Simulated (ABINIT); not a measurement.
# GaP (F-43m) in ABINIT: further runs, part 2 of 3

ABINIT 10.8.3 (patched build).

**4. Band structure, LDA**

File run.abi:

```
# Datasets: ground state, then fixed potential
ndtset 2

# Pseudopotentials
pp_dirpath "./"
pseudos "Ga.upf, P.upf"

# Structure
acell 7.2831660764 7.2831660764 7.2831660764
rprim
     0.0000000000     0.7071067812     0.7071067812
     0.7071067812     0.0000000000     0.7071067812
     0.7071067812     0.7071067812     0.0000000000
ntypat 2
znucl 31 15
natom 2
typat 1 2
xred
     0.0000000000     0.0000000000     0.0000000000
     0.7500000000     0.7500000000     0.7500000000

# Plane-wave basis
ecut 40.0

# Exchange and correlation
ixc 7

# Bands and occupations
occopt 3
tsmear 0.00183747

# SCF cycle
nstep 100

# Output
iomode 3
prtwf 0
prteig 0
prtebands 0
enunit 2
prtden1 1

# Dataset 1
kptopt1 1
ngkpt1 8 8 8
nshiftk1 1
shiftk1 0.0 0.0 0.0
nband1 13
tolvrs1 1.0e-10

# Dataset 2: bands along G-X-W-K-G-L-U-W-L-K
iscf2 -2
getden2 1
nband2 17
nbdbuf2 2
tolwfr2 1.0e-12
kptopt2 -9
ndivsm2 6
prteig2 1
kptbounds2
     0.0000000000     0.0000000000     0.0000000000
     0.5000000000     0.0000000000     0.5000000000
     0.5000000000     0.2500000000     0.7500000000
     0.3750000000     0.3750000000     0.7500000000
     0.0000000000     0.0000000000     0.0000000000
     0.5000000000     0.5000000000     0.5000000000
     0.6250000000     0.2500000000     0.6250000000
     0.5000000000     0.2500000000     0.7500000000
     0.5000000000     0.5000000000     0.5000000000
     0.3750000000     0.3750000000     0.7500000000
```

Potentials or basis: PseudoDojo NC SR LDA v0.4.1 standard.

On the command line:

```bash
> abinit run.abi > log 2>&1
```

run.abo:

```text
.Version 10.8.3 of ABINIT
 DATASET    1 : space group F-4 3 m (#216); Bravais cF (face-center cubic)
================================================================================
 Values of the parameters that define the memory need for DATASET  1.
     intxc =       0    ionmov =       0      iscf =       7    lmnmax =       6
     lnmax =       6     mgfft =      45  mpssoang =       3    mqgrid =    3001
     natom =       2  nloc_mem =       1    nspden =       1   nspinor =       1
    nsppol =       1      nsym =      24    n1xccc =    2501    ntypat =       2
    occopt =       3   xclevel =       1
       mpw =        3327          nfft =       91125          nkpt =          29
================================================================================
================================================================================

 DATASET    2 : space group F-4 3 m (#216); Bravais cF (face-center cubic)
================================================================================
 Values of the parameters that define the memory need for DATASET  2.
     intxc =       0    ionmov =       0      iscf =      -2    lmnmax =       6
     lnmax =       6     mgfft =      45  mpssoang =       3    mqgrid =    3001
     natom =       2  nloc_mem =       1    nspden =       1   nspinor =       1
    nsppol =       1      nsym =      24    n1xccc =    2501    ntypat =       2
    occopt =       3   xclevel =       1
       mpw =        3327          nfft =       91125          nkpt =         103
================================================================================
================================================================================

--------------------------------------------------------------------------------
------------- Echo of variables that govern the present computation ------------
--------------------------------------------------------------------------------
 -outvars: echo values of preprocessed input variables --------
            acell      7.2831660764E+00  7.2831660764E+00  7.2831660764E+00 Bohr
              amu      6.97230000E+01  3.09737620E+01
             ecut      4.00000000E+01 Hartree
           enunit           2
           getden1          0
           getden2          1
             iscf1          7
             iscf2         -2
                       outvar_i_n : Printing only first  50 k-points.
              ixc           7
           jdtset        1    2
                       outvar_i_n : Printing only first  50 k-points.
           kptopt1          1
           kptopt2         -9
         kptrlatt        8    0    0      0    8    0      0    0    8
          kptrlen1     5.82653286E+01
          kptrlen2     3.00000000E+01
            natom           2
            nband1         13
            nband2         17
           nbdbuf1          0
           nbdbuf2          2
           ndtset           2
           ndivsm1          0
           ndivsm2          6
            ngfft          45      45      45
             nkpt1         29
             nkpt2        103
            nstep         100
             nsym          24
           ntypat           2
           occopt           3
[... 972 lines left out ...]
...

 Integrated electronic density in atomic spheres:
 ------------------------------------------------
 Atom  Sphere_radius  Integrated_density
    1        2.00000         10.84137040
    2        2.00000          2.79795679
================================================================================

 ----iterations are completed or convergence reached----

 Mean square residual over all n,k,spin=   55.076E-14; max=  99.994E-14
 reduced coordinates (array xred) for    2 atoms
       0.000000000000      0.000000000000      0.000000000000
       0.750000000000      0.750000000000      0.750000000000

 cartesian coordinates (angstrom) at end:
    1      0.00000000000000     0.00000000000000     0.00000000000000
    2      4.08787499729965     4.08787499729965     4.08787499729965
 length scales=  7.283166076400  7.283166076400  7.283166076400 bohr
              =  3.854085508238  3.854085508238  3.854085508238 angstroms
 Eigenvalues (hartree) for nkpt= 103  k points:
 kpt#   1, nband= 17, wtk=  1.00000, kpt=  0.0000  0.0000  0.0000 (reduced coord)
  -0.38500   -0.38500   -0.38500   -0.38138   -0.38138   -0.30533    0.15474    0.15474
   0.15474    0.21365    0.29424    0.29424    0.29424    0.46682    0.51271    0.51271
   0.60625
 kpt#   2, nband= 17, wtk=  1.00000, kpt=  0.0294  0.0000  0.0294 (reduced coord)
  -0.38504   -0.38498   -0.38498   -0.38139   -0.38138   -0.30477    0.14873    0.15304
   0.15304    0.21947    0.29252    0.29653    0.29653    0.46983    0.50657    0.51321
   0.60748
 kpt#   3, nband= 17, wtk=  1.00000, kpt=  0.0588  0.0000  0.0588 (reduced coord)
  -0.38518   -0.38492   -0.38492   -0.38142   -0.38136   -0.30311    0.13495    0.14828
   0.14828    0.23251    0.28782    0.30307    0.30307    0.47826    0.49173    0.51470
   0.61096
 kpt#   4, nband= 17, wtk=  1.00000, kpt=  0.0882  0.0000  0.0882 (reduced coord)
  -0.38541   -0.38483   -0.38483   -0.38146   -0.38133   -0.30036    0.11816    0.14126
   0.14126    0.24728    0.28143    0.31306    0.31306    0.47222    0.49251    0.51718
   0.61653
 kpt#   5, nband= 17, wtk=  1.00000, kpt=  0.1176  0.0000  0.1176 (reduced coord)
[... 380 lines left out ...]
  -0.38820   -0.38367   -0.38329   -0.38175   -0.38108   -0.20778   -0.08360    0.01760
   0.08389    0.24388    0.35716    0.40594    0.41417    0.49957    0.53127    0.65224
   0.68466
 kpt# 101, nband= 17, wtk=  1.00000, kpt=  0.4000  0.4000  0.7000 (reduced coord)
  -0.38832   -0.38355   -0.38315   -0.38188   -0.38104   -0.20298   -0.08466    0.01001
   0.07894    0.23855    0.35504    0.42143    0.42429    0.49175    0.52764    0.67986
   0.69741
 kpt# 102, nband= 17, wtk=  1.00000, kpt=  0.3875  0.3875  0.7250 (reduced coord)
  -0.38844   -0.38344   -0.38304   -0.38199   -0.38100   -0.19892   -0.08695    0.00701
   0.07465    0.23381    0.34251    0.43876    0.44111    0.48647    0.52774    0.68962
   0.72370
 kpt# 103, nband= 17, wtk=  1.00000, kpt=  0.3750  0.3750  0.7500 (reduced coord)
  -0.38854   -0.38334   -0.38295   -0.38209   -0.38094   -0.19647   -0.08923    0.00826
   0.07117    0.23004    0.32705    0.45278    0.45402    0.48953    0.53361    0.68545
   0.73293
 Eigenvalues (   eV  ) for nkpt= 103  k points:
 kpt#   1, nband= 17, wtk=  1.00000, kpt=  0.0000  0.0000  0.0000 (reduced coord)
 -10.47628  -10.47628  -10.47628  -10.37801  -10.37801   -8.30844    4.21057    4.21057
   4.21057    5.81374    8.00674    8.00674    8.00674   12.70282   13.95151   13.95151
  16.49697
 kpt#   2, nband= 17, wtk=  1.00000, kpt=  0.0294  0.0000  0.0294 (reduced coord)
 -10.47759  -10.47576  -10.47576  -10.37823  -10.37783   -8.29334    4.04716    4.16439
   4.16439    5.97200    7.95995    8.06910    8.06910   12.78466   13.78442   13.96507
  16.53047
 kpt#   3, nband= 17, wtk=  1.00000, kpt=  0.0588  0.0000  0.0588 (reduced coord)
 -10.48140  -10.47421  -10.47421  -10.37888  -10.37729   -8.24817    3.67215    4.03497
   4.03497    6.32698    7.83189    8.24701    8.24701   13.01408   13.38057   14.00569
  16.62499
 kpt#   4, nband= 17, wtk=  1.00000, kpt=  0.0882  0.0000  0.0882 (reduced coord)
 -10.48742  -10.47168  -10.47168  -10.38001  -10.37641   -8.17333    3.21530    3.84377
   3.84377    6.72894    7.65815    8.51886    8.51886   12.84982   13.40200   14.07318
  16.77651
 kpt#   5, nband= 17, wtk=  1.00000, kpt=  0.1176  0.0000  0.1176 (reduced coord)
[... 381 lines left out ...]
   2.28289    6.63626    9.71883   11.04606   11.27006   13.59404   14.45657   17.74839
  18.63049
 kpt# 101, nband= 17, wtk=  1.00000, kpt=  0.4000  0.4000  0.7000 (reduced coord)
 -10.56670  -10.43692  -10.42609  -10.39147  -10.36870   -5.52337   -2.30385    0.27232
   2.14802    6.49128    9.66125   11.46772   11.54550   13.38116   14.35772   18.49998
  18.97762
 kpt# 102, nband= 17, wtk=  1.00000, kpt=  0.3875  0.3875  0.7250 (reduced coord)
 -10.56989  -10.43387  -10.42294  -10.39455  -10.36743   -5.41297   -2.36610    0.19082
   2.03128    6.36237    9.32006   11.93920   12.00324   13.23749   14.36065   18.76543
  19.69279
 kpt# 103, nband= 17, wtk=  1.00000, kpt=  0.3750  0.3750  0.7500 (reduced coord)
 -10.57267  -10.43119  -10.42073  -10.39720  -10.36594   -5.34614   -2.42810    0.22486
   1.93660    6.25981    8.89937   12.32090   12.35454   13.32078   14.52017   18.65209
  19.94408

== END DATASET(S) ==============================================================
================================================================================

 -outvars: echo values of variables after computation  --------
            acell      7.2831660764E+00  7.2831660764E+00  7.2831660764E+00 Bohr
           etotal1    -8.3348833521E+01
            fcart1    -0.0000000000E+00 -0.0000000000E+00 -0.0000000000E+00
                      -0.0000000000E+00 -0.0000000000E+00 -0.0000000000E+00
            rprim      0.0000000000E+00  7.0710678120E-01  7.0710678120E-01
                       7.0710678120E-01  0.0000000000E+00  7.0710678120E-01
                       7.0710678120E-01  7.0710678120E-01  0.0000000000E+00
           strten1     9.9578015902E-05  9.9578015902E-05  9.9578015902E-05
                       0.0000000000E+00  0.0000000000E+00  0.0000000000E+00
           xangst      0.0000000000E+00  0.0000000000E+00  0.0000000000E+00
                       4.0878749973E+00  4.0878749973E+00  4.0878749973E+00
             xred      0.0000000000E+00  0.0000000000E+00  0.0000000000E+00
                       7.5000000000E-01  7.5000000000E-01  7.5000000000E-01
 Calculation completed.
```

Run time: 3.4 min. Hardware: 1 thread of Arm Neoverse V1, shared host; peak memory 0.16 GiB.

Results:

* Free energy: -2268.0373 eV
* Pressure: -2.9 GPa
* Band gap on the k mesh: 1.50 eV, indirect (least direct gap 1.60 eV)
* Band gap along the path: 1.45 eV, indirect (least direct gap 1.60 eV)
* Valence electrons inside the program's atomic spheres: Ga 10.84; P 2.80

Levels at the corners of the path, in eV from the valence-band top:
```csv
point,band 6,band 7,band 8,band 9,band 10,band 11,band 12,band 13
Γ,-12.52,0.00,0.00,0.00,1.60,3.80,3.80,3.80
X,-9.52,-6.85,-2.71,-2.71,1.51,1.69,10.43,10.43
W,-9.43,-6.64,-3.62,-3.47,4.60,4.77,5.97,6.01
K,-9.56,-6.64,-3.99,-2.27,2.05,4.69,8.11,8.14
Γ,-12.52,0.00,0.00,0.00,1.60,3.80,3.80,3.80
L,-10.44,-6.71,-1.13,-1.13,1.50,4.64,4.64,8.06
U,-9.56,-6.64,-3.99,-2.27,2.05,4.69,8.11,8.14
W,-9.43,-6.64,-3.62,-3.47,4.60,4.77,5.97,6.01
L,-10.44,-6.71,-1.13,-1.13,1.50,4.64,4.64,8.06
K,-9.56,-6.64,-3.99,-2.27,2.05,4.69,8.11,8.14
```

(Part 2 of 3 ends here.)
